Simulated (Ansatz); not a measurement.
# PtS2: how the settings move a single-point run

Question: which choices in the input matter for PtS2? The cell is built on a prototype (3R-MoS2 type) and needn't be the phase found in nature.

Computed with Ansatz 0.2.0 (reference: DFT, r2SCAN, plane waves, PAW, unless a step's input says otherwise).

**1. Starting point**

The structure is trigonal, space group R3m (No. 160). Conventional cell: a = 3.478 Å, b = 3.478 Å, c = 15.288 Å, α = 90.00°, β = 90.00°, γ = 120.00°. Around Pt (site symmetry 3m) lie 6 S at 2.41 to 2.48 Å. Around S (site symmetry 3m) lie 3 Pt at 2.48 Å. S (site symmetry 3m) has 3 Pt at 2.41 Å in its first shell of neighbours.

Structure file:

```xyz
3
Lattice="1.7391 1.0041 5.0959 -1.7391 1.0041 5.0959 0.0000 -2.0082 5.0959" Properties=species:S:1:pos:R:3 pbc="T T T"
Pt    0.0000    0.0000   -0.0401
S     0.0000    0.0000    6.5064
S     0.0000    0.0000    3.7255
```

**2. Reference**

The input, input.yaml:

```yaml
crystal:
  lattice:
    - [1.7391392326, 1.0040925041, 5.0958703778]
    - [-1.7391392326, 1.0040925041, 5.0958703778]
    - [0.0, -2.0081850081, 5.0958703778]
  atoms:
    - { symbol: Pt, position: [-0.002625646, -0.002625646, -0.002625646] }
    - { symbol: S, position: [0.4255983386, 0.4255983386, 0.4255983386] }
    - { symbol: S, position: [0.243693974, 0.243693974, 0.243693974] }
kpoints:
  mp_grid: { grid: [6, 6, 6] }
hamiltonian:
  xc: r2scan
scf:
  occupations: { method: fermi_dirac, width: 0.02 }
  n_extra_bands: 4
output:
  forces: true
  stress: true
  eigenvalues: true
```

The run is started by

```bash
> ansatz run input.yaml --threads 4 --pin off --max-ram 3686MiB --backend cpu --events-out ev --progress --plain --runs-dir out
```

**3. Variant: occupations.method gaussian, occupations.width 0.001**

Edit input.yaml of step 2 so:

```diff
@@ -14,3 +14,3 @@
 scf:
-  occupations: { method: fermi_dirac, width: 0.02 }
+  occupations: { method: gaussian, width: 0.001 }
   n_extra_bands: 4
```

**4. Variant: mp_grid.grid [4, 4, 4]**

Edit input.yaml of step 2 so:

```diff
@@ -10,3 +10,3 @@
 kpoints:
-  mp_grid: { grid: [6, 6, 6] }
+  mp_grid: { grid: [4, 4, 4] }
 hamiltonian:
```

**5. Changing settings: dispersion rvv10**

Edit input.yaml of step 2 so:

```diff
@@ -13,2 +13,3 @@
   xc: r2scan
+  dispersion: rvv10
 scf:
```

**6. Variant: ecutwfc 600**

Edit input.yaml of step 2 so:

```diff
@@ -20 +20,3 @@
   eigenvalues: true
+basis:
+  ecutwfc: 600
```

**7. Variant: pseudopotentials.kind nc**

Edit input.yaml of step 2 so:

```diff
@@ -13,2 +13,3 @@
   xc: r2scan
+  pseudopotentials: { kind: nc }
 scf:
```

**8. Changing settings: occupations.method cold, occupations.width 0.5**

Edit input.yaml of step 2 so:

```diff
@@ -14,3 +14,3 @@
 scf:
-  occupations: { method: fermi_dirac, width: 0.02 }
+  occupations: { method: cold, width: 0.5 }
   n_extra_bands: 4
```

**Question.** What will these runs give? Wanted: for each run, ending; energy change; pressure; gap; force.

As calculated:

```
                                                    run     ending                                   energy change  pressure (GPa)  gap (eV)  force (eV/Å)  cycles   time
                                              reference  converged                                               0             1.4      0.00          0.02       9  4.7 s
1: occupations.method gaussian, occupations.width 0.001  converged                             +0.1 meV/atom (σ→0)             1.4      0.00          0.02       9  4.6 s
                              2: mp_grid.grid [4, 4, 4]  converged                                   -1.4 meV/atom             1.7      0.00          0.14       8  2.8 s
                                    3: dispersion rvv10  converged  +1.35 eV/atom (offset of the dispersion model)             0.0      0.00          0.04       9  8.7 s
                                         4: ecutwfc 600  converged                                   -0.8 meV/atom             1.4      0.00          0.02       9  6.4 s
                            5: pseudopotentials.kind nc  converged                                  not comparable             1.4      0.00          0.02       9   13 s
      6: occupations.method cold, occupations.width 0.5  converged                             -1.5 meV/atom (σ→0)             1.4      0.00          0.10       8  4.3 s
```

Residual by cycle in the longest SCF loop of each run; runs are numbered as in the table. The quantity is the density residual dr2, in eV.

```
cycle  reference    run 1   run 2    run 3    run 4   run 5    run 6
    1      0.181    0.182    0.19    0.169     0.18    1.82    0.198
    2      0.375    0.385   0.468    0.333    0.375    3.79    0.013
    3      0.012   0.0139  0.0194  0.00789   0.0119   0.132  0.00369
    4     0.0035  0.00337  0.0101  0.00241  0.00349   0.184   7.2e-4
    5     0.0034  0.00339  4.8e-4  0.00325  0.00338   0.005   5.8e-5
    6     3.6e-4   5.3e-4  2.1e-5   1.6e-4   3.6e-4  3.0e-4   8.0e-6
    7     1.7e-5   2.9e-5  1.1e-6   4.2e-6   1.7e-5  2.5e-5   3.1e-7
    8     1.0e-7   1.7e-7  6.5e-8   1.1e-7   1.0e-7  2.1e-6   1.1e-8
    9     7.5e-9   9.9e-9       -   7.2e-9   1.1e-8  6.8e-8        -
```

**Reading.** Of the variants the dearest is «pseudopotentials.kind nc» (13 s), the cheapest «mp_grid.grid [4, 4, 4]» (2.8 s), on a shared host.
